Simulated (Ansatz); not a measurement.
# Si: LAPW beside PAW

Aim: solve Si at one geometry with full-potential LAPW, PAW on the default files and all-electron PAW on datasets made for the crystal, and see where they agree.

Computed with Ansatz 0.2.0 (DFT PBE, scalar-relativistic, unless a step's input says otherwise).

## 1. The structure to begin with

Symmetry: Imma, No. 74, orthorhombic system. Conventional cell: a = 4.502 Å, b = 4.737 Å, c = 2.550 Å, α = 90.00°, β = 90.00°, γ = 90.00°. Si (site symmetry mm2) has 8 Si at 2.39 to 2.74 Å as nearest neighbours.

Coordinates:

```
Si
1.0
    -2.25100    2.36850    1.27500
     2.25100   -2.36850    1.27500
     2.25100    2.36850   -1.27500
Si
2
Direct
  0.80700 0.55700 0.25000
  0.19300 0.44300 0.75000
```

The geometry is a database entry used as it stands. It may stem from high pressure or temperature, or be incomplete, so it serves as a test cell.

Atoms are numbered in the order of the input: Si1, Si2.

## 2. Full-potential LAPW

Contents of input.yaml:

```yaml
crystal:
  lattice:
    - [-2.251, 2.3685, 1.275]
    - [2.251, -2.3685, 1.275]
    - [2.251, 2.3685, -1.275]
  atoms:
    - { symbol: Si, position: [0.807, 0.557, 0.25] }
    - { symbol: Si, position: [0.193, 0.443, 0.75] }
kpoints:
  mp_grid: { grid: [16, 16, 16] }
  band_path:
    path:
      - [0.0, 0.0, 0.0]
      - [0.5, -0.5, 0.5]
      - [0.4758105458, -0.4758105458, 0.5241894542]
      - [-0.4758105458, 0.4758105458, 0.4758105458]
      - [0.0, 0.0, 0.0]
      - [0.3224458646, 0.3224458646, -0.3224458646]
      - [0.6775541354, -0.3224458646, 0.3224458646]
      - [0.5, -0.5, 0.5]
      - [0.0, 0.0, 0.0]
    npoints: 8
scf:
  occupations: { method: fermi_dirac, width: 0.05 }
hamiltonian:
  xc: pbe
  pseudopotentials: { kind: all_electron, lapw: { basis_error: 0.0005 } }
output:
  forces: true
  stress: true
  eigenvalues: true
  populations: true
  dos: { projected: true, de: 0.2, e_range: [-14, 8] }
```

Output, shortened:

```text
Si: projections on atomic orbitals take those of the free atom 1s2 2s2 2p6 3s2 3p2, of charge +0.00 (hamiltonian.pseudopotentials.projection_atoms)
LAPW: plane waves up to 7.813 Å⁻¹, error target 5.0e-4 eV per atom; small_component_spin mean_spin; Si in spheres of 1.193 Å, 12 of its electrons in bands, Dirac shells []
[...]
Pseudopotentials: kind: all_electron
Pseudopotential: Si, LAPW, valence charge 12, Koelling and Harmon's equation, gaussian nucleus
Functional definition: PBE
[...]
Crystal: 2 atoms, lattice volume = 27.191 Å³
Basis set: ecut = 232.5535681194106 eV, 219 PW (Γ), FFT grids on a1+a2, a2, a3, exchange–correlation at level 2
Bands: 16, of which v1, the nominal top of the filled ones, is band 12 counted from 1 (11 counted from 0)
Symmetry: 8 space group operations
Space group: Imma (ITA 74), of the structure as read, at distance tolerance 3.0e-5 Å
k-points: 621 of 4096
[...]
SCF iter   1: F=—  HF=-15783.808963 eV  |F-HF|=—  |Δ(HF+E_count)|=         —  Δρ=2.43e-2  dr2=8.54e-2  ethr=3.56e-4  ⟨swp⟩=2.9  Hψ=71127  notcnv=0
[...]
the basis was enlarged: its passes take 349.2 KiB over the memory plan, 1 of 1 planned eigensolver slots
[...]
SCF iter   6: F=-15783.799056 eV  HF=-15783.799056 eV  |F-HF|=5.44e-10  |Δ(HF+E_count)|=   1.17e-7  Δρ=2.17e-6  dr2=9.29e-10  ethr=3.93e-10  ⟨swp⟩=3.0  Hψ=28315  notcnv=0
[...]
NSCF: frozen V_eff on 65 k-points
SCF converged after 6 iterations
Free energy (F): -15783.799056 eV
[...]
E sigma→0 (E₀):  -15783.796024 eV
Entropy (-TS):   -0.006062 eV (-3.031 meV/atom)
Fermi energy:    13.097497 eV
[...]
--- Forces (eV/Å), atoms counted from 1 ---
  atom   1  Si     0.00000000     0.00000000    -0.00354227
  atom   2  Si     0.00000000     0.00000000     0.00354227
[...]
--- Stress (GPa, compression-positive) ---
       14.830346       0.000000       0.000000
        0.000000      17.428106       0.000000
        0.000000       0.000000      14.959834
  P = ⅓ Tr σ = 15.7394 GPa (157.394 kbar)
--- Band table (eV; the first three rows and the last of 621) ---
  k-point 0: bands = ["-121.1839", "-121.1784", "-77.2397", "-77.2334", "-77.2321", "-77.2245", "-77.2053", "-77.1820", "-1.7099", "10.1257", "10.6108", "11.4459", "14.1915", "20.8727", "22.2409", "23.1266"]
[...]
--- Löwdin populations: 2 sites ---
  site symbol       q [e]
     0     Si     13.9353
     1     Si     13.9353
  spilling = 0.004624 (of n_electrons = 28.000000)
```

Wall time 54 s (1 thread, shared host).

Read from it: pressure 15.74 GPa; no gap; largest force 0.004 eV/Å.

Levels at the path's labelled points, in eV from the Fermi level:

| point | band 9 | band 10 | band 11 | band 12 | band 13 | band 14 | band 15 |
| --- | --- | --- | --- | --- | --- | --- | --- |
| Γ | -14.81 | -2.97 | -2.49 | -1.65 | 1.09 | 7.78 | 9.14 |
| X | -9.21 | -8.18 | -7.69 | -7.40 | 5.77 | 6.53 | 14.25 |
| F0 | -9.20 | -8.54 | -7.67 | -7.00 | 5.79 | 6.55 | 14.10 |
| Σ0 | -9.20 | -8.54 | -7.67 | -7.00 | 5.79 | 6.55 | 14.10 |
| Γ | -14.81 | -2.97 | -2.49 | -1.65 | 1.09 | 7.78 | 9.14 |
| Λ0 | -6.53 | -5.95 | -5.20 | -5.12 | -4.75 | 5.64 | 6.90 |
| G0 | -6.53 | -5.95 | -5.20 | -5.12 | -4.75 | 5.64 | 6.90 |
| X | -9.21 | -8.18 | -7.69 | -7.40 | 5.77 | 6.53 | 14.25 |
| Γ | -14.81 | -2.97 | -2.49 | -1.65 | 1.09 | 7.78 | 9.14 |

States per cell, counted by energy window (eV from the Fermi level, on a grid of 0.20 eV):

| from | to | total | Si 3p | Si 3s |
| --- | --- | --- | --- | --- |
| -10 | -9 | 0.48 | 0.25 | 0.22 |
| -9 | -8 | 0.55 | 0.28 | 0.26 |
| -8 | -7 | 0.51 | 0.27 | 0.23 |
| -7 | -6 | 0.59 | 0.38 | 0.21 |
| -6 | -5 | 0.63 | 0.45 | 0.17 |
| -5 | -4 | 0.69 | 0.51 | 0.17 |
| -4 | -3 | 0.76 | 0.59 | 0.16 |
| -3 | -2 | 0.91 | 0.74 | 0.14 |
| -2 | -1 | 0.82 | 0.69 | 0.10 |
| -1 | 0 | 0.63 | 0.48 | 0.12 |
| 0 | 1 | 0.70 | 0.50 | 0.14 |
| 1 | 2 | 0.74 | 0.49 | 0.13 |
| 2 | 3 | 0.81 | 0.44 | 0.14 |
| 3 | 4 | 0.90 | 0.45 | 0.16 |
| 4 | 5 | 0.92 | 0.46 | 0.17 |

## 3. PAW on the default files

input.yaml: that of step 2 with these lines changed.

```diff
@@ -26,3 +26,3 @@
   xc: pbe
-  pseudopotentials: { kind: all_electron, lapw: { basis_error: 0.0005 } }
+  pseudopotentials: { kind: paw }
 output:
@@ -31,3 +31,5 @@
   eigenvalues: true
+  efg: { contact_densities: true }
   populations: true
+  bader: true
   dos: { projected: true, de: 0.2, e_range: [-14, 8] }
```

Output, shortened:

```text
[...]
Pseudopotentials: kind: paw
Pseudopotential: Si, paw, valence charge 4, recommended cutoff 420 eV (normal)
[... 1 set-up line as earlier in the session ...]
[...]
Crystal: 2 atoms, lattice volume = 27.191 Å³
Basis set: ecut = 420 eV, 521 PW (Γ), exchange–correlation on 48×48×48 points (8 copies of the dense FFT grid, shifted against one another)
Bands: 8, of which v1, the nominal top of the filled ones, is band 4 counted from 1 (3 counted from 0)
[... 2 set-up lines as earlier in the session ...]
k-points: 621 of 4096
[...]
SCF iter   1: F=—  HF=-1270.882216 eV  |F-HF|=—  |Δ(HF+E_count)|=         —  Δρ=2.16e-3  dr2=9.23e-4  ethr=1.77e-3  ⟨swp⟩=5.2  Hψ=40324  notcnv=0
[...]
        0.000000       0.000000      14.975167
  P = ⅓ Tr σ = 15.7598 GPa (157.598 kbar)
--- PAW observables at the nuclei: V_zz in 10²¹ V/m², potentials from the cell's mean, atoms counted from 1 ---
  atom   1  Si V_zz =    -2.602568   η = 0.2477   by run symmetry: allowed
            electrostatic potential = -1363.564137 V   contact ρ = 12813.722326 e/Å³
  atom   2  Si V_zz =    -2.602568   η = 0.2477   by run symmetry: allowed
            electrostatic potential = -1363.564137 V   contact ρ = 12813.722326 e/Å³
--- Band table (eV; the first three rows and the last of 621) ---
  k-point 0: bands = ["-3.5256", "8.3099", "8.7959", "9.6306", "12.3699", "19.0508", "20.4263", "21.3092"]
[...]
--- Löwdin populations: 2 sites ---
  site symbol       q [e]
     0     Si      3.9308
     1     Si      3.9308
  spilling = 0.017310 (of n_electrons = 8.000000)
--- Bader charges: 2 sites ---
  site symbol  charge [e]  shift [e]
     0     Si      0.0000     0.0000
     1     Si      0.0000     0.0000
  estimated error of the sums over rays = 1.6e-4 e
```

It took 33 s on 1 thread, shared host.

Read from it: pressure 15.76 GPa; no gap; largest force 0.003 eV/Å; Vzz Si1 -2.60 (η = 0.25) (10²¹ V/m²).

| atom | Bader charge (e) | basin volume (Å³) |
| --- | --- | --- |
| Si1 | +0.00 | 13.60 |

## 4. All-electron PAW on datasets made for the crystal

input.yaml: that of step 3 with these lines changed.

```diff
@@ -26,3 +26,3 @@
   xc: pbe
-  pseudopotentials: { kind: paw }
+  pseudopotentials: { kind: all_electron, datasets: crystal }
 output:
@@ -32,4 +32 @@
   efg: { contact_densities: true }
-  populations: true
-  bader: true
-  dos: { projected: true, de: 0.2, e_range: [-14, 8] }
```

Output, shortened:

```text
[...]
[... 1 set-up line as earlier in the session ...]
Pseudopotential: Si, paw, valence charge 12, recommended cutoff 200 eV (normal), Koelling and Harmon's equation, gaussian nucleus
[... 1 set-up line as earlier in the session ...]
[...]
Crystal: 2 atoms, lattice volume = 27.191 Å³
Basis set: ecut = 200 eV, 167 PW (Γ), exchange–correlation on 40×40×40 points (8 copies of the dense FFT grid, shifted against one another)
Bands: 8, of which v1, the nominal top of the filled ones, is band 4 counted from 1 (3 counted from 0)
[... 2 set-up lines as earlier in the session ...]
k-points: 621 of 4096
[...]
SCF iter   1: F=—  HF=-15783.724131 eV  |F-HF|=—  |Δ(HF+E_count)|=         —  Δρ=2.94e-2  dr2=1.28e-1  ethr=1.46e-3  ⟨swp⟩=4.0  Hψ=35579  notcnv=0
[...]
--- Forces (eV/Å), atoms counted from 1 ---
  atom   1  Si     0.00000000     0.00000000    -0.00362446
  atom   2  Si     0.00000000     0.00000000     0.00362446
[...]
--- Stress (GPa, compression-positive) ---
       14.828466       0.000000       0.000000
        0.000000      17.426126       0.000000
        0.000000       0.000000      14.957696
  P = ⅓ Tr σ = 15.7374 GPa (157.374 kbar)
  It holds what live shells' own plane waves past their cutoff add
--- PAW observables at the nuclei: V_zz in 10²¹ V/m², potentials from the cell's mean, atoms counted from 1 ---
  atom   1  Si V_zz =    -2.596388   η = 0.2471   by run symmetry: allowed
            electrostatic potential = -1363.335261 V   contact ρ = 12822.710858 e/Å³
  atom   2  Si V_zz =    -2.596388   η = 0.2471   by run symmetry: allowed
            electrostatic potential = -1363.335261 V   contact ρ = 12822.710858 e/Å³
--- Band table (eV; the first three rows and the last of 621) ---
  k-point 0: bands = ["-1.7100", "10.1258", "10.6107", "11.4460", "14.1915", "20.8729", "22.2408"]
[...]
```

Wall time 20 s (1 thread, shared host).

Read from it: pressure 15.74 GPa; no gap; largest force 0.004 eV/Å; Vzz Si1 -2.60 (η = 0.25) (10²¹ V/m²).

| atom | contact density (e/Å³) |
| --- | --- |
| Si1 | 12822.71 |

## 5. Comparison

| method | pressure (GPa) | largest force (eV/Å) | Vzz Si1 (10²¹ V/m²) | SCF cycles, all passes |
| --- | --- | --- | --- | --- |
| LAPW | 15.74 | 0.004 | – | 6 |
| PAW | 15.76 | 0.003 | -2.60 | 6 |
| crystal datasets | 15.74 | 0.004 | -2.60 | 6 |

## 6. Summary of results

| quantity | value |
| --- | --- |
| pressure | LAPW 15.74, PAW 15.76, crystal datasets 15.74 GPa |
| gap (LAPW) | none |
| largest force | LAPW 0.004, PAW 0.003, crystal datasets 0.004 eV/Å |
| Bader charges (PAW) | Si1 +0.00 e |

What this shows: At this geometry the cell is under compression of 15.7 GPa, so it would expand if let go. There is no gap at this level; the crystal is a metal here. Si 3p carries the largest share, 78 %, of the projected states within 0.3 eV of the Fermi level. The projection holds only the free atom's occupied shells (Si 3s, Si 3p in this range). The field gradient at Si1, the largest by crystal datasets, is -2.60 by PAW and -2.60 by crystal datasets (10²¹ V/m²), within 5 %. In pressure, PAW differs from LAPW by +0.02 GPa. LAPW took about 1.7 times as long as PAW (54 s against 33 s, on a shared host and with the outputs that each input asks for).
